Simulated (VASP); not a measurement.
Input of a VASP 6.6.1 run:

Contents of INCAR:

```
SYSTEM = Cu
  ALGO = Fast
  EDIFF = 1E-6
  ENCUT = 520
  GGA = PE
  ISIF = 2
  ISMEAR = 0
  LASPH = .TRUE.
  LCHARG = .TRUE.
  LELF = .TRUE.
  LREAL = .FALSE.
  LVHAR = .TRUE.
  LWAVE = .FALSE.
  NBANDS = 12
  NELM = 100
  PREC = Accurate
  SIGMA = 0.15
```

KPOINTS

```
k-points
0
G
  26 26 26
  0 0 0
```

File POSCAR:

```
Cu
1.0
   -1.5542019896      1.5542019896      1.1858710449
    1.5542019896     -1.5542019896      1.1858710449
    1.5542019896      1.5542019896     -1.1858710449
Cu
1
Direct
    0.0000000000      0.0000000000      0.0000000000
```

Potentials or basis: VASP PAW PBE potentials, release 64 (Cu).

Command:

```sh
$ cat potpaw_PBE.64/Cu/POTCAR > POTCAR
$ mpirun -np 1 vasp_std > vasp.out
```

Problem. Predict the band gap on the k mesh.

Solution. None (metal or under the smearing width).

Problem. Predict the pressure.

Solution. 12.4 GPa.

Stress tensor (GPa, compression positive):
```
 4.89  0.00  0.00
 0.00  4.89  0.00
 0.00  0.00 27.45
```
